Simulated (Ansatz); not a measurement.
A plane-wave DFT run in Ansatz 0.2.0 (scalar-relativistic PAW potentials unless the input names others): input and command.

```yaml
crystal:
  lattice:
    - [3.0759982064, 0.0, 0.0]
    - [-1.5379991032, 2.6638925888, 0.0]
    - [0.0, 0.0, 5.048]
  atoms:
    - { symbol: Si, position: [0.3490531005, 0.6784617126, -0.0023269709] }
    - { symbol: Si, position: [0.6643630559, 0.3214834211, 0.4963708857] }
    - { symbol: C, position: [0.3214089076, 0.6618352732, 0.3889675565] }
    - { symbol: C, position: [0.665174936, 0.3382195931, 0.8869885287] }
kpoints:
  mp_grid: { grid: [12, 12, 6] }
hamiltonian:
  xc: pbesol
scf:
  occupations: { method: gaussian, width: 0.05 }
output:
  forces: true
  eigenvalues: true
  stress: true
```

```bash
ansatz run input.yaml --threads 2 --pin off --max-ram 5120MiB --backend cpu --events-out ev --progress --plain --runs-dir out
```

Abridged log:
```
Basis set: ecut = 420 eV, 785 PW (Γ), exchange–correlation on 48×48×72 points (8 copies of the dense FFT grid, shifted against one another)
Bands: 12, of which v1, the nominal top of the filled ones, is band 8 counted from 1 (7 counted from 0)
Symmetry: 1 space group operations
k-points: 436 of 864 (time reversal used)
SCF iter   1: F=—  HF=-1737.271014 eV  |F-HF|=—  |Δ(HF+E_count)|=         —  Δρ=8.30e-3  dr2=3.48e-2  ethr=1.77e-3  ⟨swp⟩=5.1  Hψ=34256  notcnv=0
SCF iter   2: F=—  HF=-1737.261458 eV  |F-HF|=—  |Δ(HF+E_count)|=   9.56e-3  Δρ=2.38e-3  dr2=1.88e-3  ethr=2.17e-4  ⟨swp⟩=2.7  Hψ=13478  notcnv=0
SCF iter   3: F=—  HF=-1737.260952 eV  |F-HF|=—  |Δ(HF+E_count)|=   5.06e-4  Δρ=7.63e-4  dr2=1.74e-4  ethr=1.17e-5  ⟨swp⟩=2.0  Hψ=7967  notcnv=0
SCF iter   4: F=—  HF=-1737.260949 eV  |F-HF|=—  |Δ(HF+E_count)|=   3.32e-6  Δρ=1.31e-4  dr2=9.80e-6  ethr=1.09e-6  ⟨swp⟩=2.0  Hψ=8720  notcnv=0
SCF iter   5: F=—  HF=-1737.260974 eV  |F-HF|=—  |Δ(HF+E_count)|=   2.51e-5  Δρ=5.51e-5  dr2=1.14e-6  ethr=6.13e-8  ⟨swp⟩=2.0  Hψ=7251  notcnv=0
SCF iter   6: F=-1737.260974 eV  HF=-1737.260974 eV  |F-HF|=1.13e-8  |Δ(HF+E_count)|=   6.53e-8  Δρ=1.01e-5  dr2=3.84e-8  ethr=6.25e-10  ⟨swp⟩=3.3  Hψ=21657  notcnv=0
SCF 1 converged in 6 iterations: F = -1737.260974 eV  dr2 = 3.84e-8
SCF converged after 6 iterations
Free energy (F): -1737.260974 eV
Harris-Foulkes:  -1737.260974 eV  (|F-HF|=1.13e-8)
Internal energy: -1737.260974 eV  (E = F + TS)
E sigma→0 (E₀):  -1737.260974 eV
Fermi energy:    10.950426 eV
--- Forces (eV/Å), atoms counted from 1 ---
  atom   1  Si    -0.92908960    -0.45078684     1.06686501
  atom   2  Si    -0.81662943     0.46832846     1.29447646
  atom   3  C      0.90729664    -0.23529635    -1.31748600
  atom   4  C      0.83840804     0.21775936    -1.04377321
--- Stress (GPa, compression-positive) ---
        2.352029       0.100675      -1.638617
        0.100675       4.684596       0.018992
       -1.638617       0.018992      -4.289285
  P = ⅓ Tr σ = 0.9158 GPa (9.158 kbar)
```

Apart from outputs and empty bands, the input differs from a reference run on usual settings in hamiltonian.xc: "pbe" → "pbesol"; basis.ecutwfc: 420 → not typed. The reference, at the same geometry (not necessarily relaxed), gave pressure 4.35 GPa, largest force 1.628 eV/Å, gap on the mesh 2.25 eV. This run converged in 6 SCF iterations (reference: 6) with a total energy on another zero, pressure 0.92 GPa, largest force 1.617 eV/Å, gap on the mesh 2.10 eV.

It took 10 s on 2 threads of Arm Neoverse V2, on a shared host, peak memory 0.52 GiB.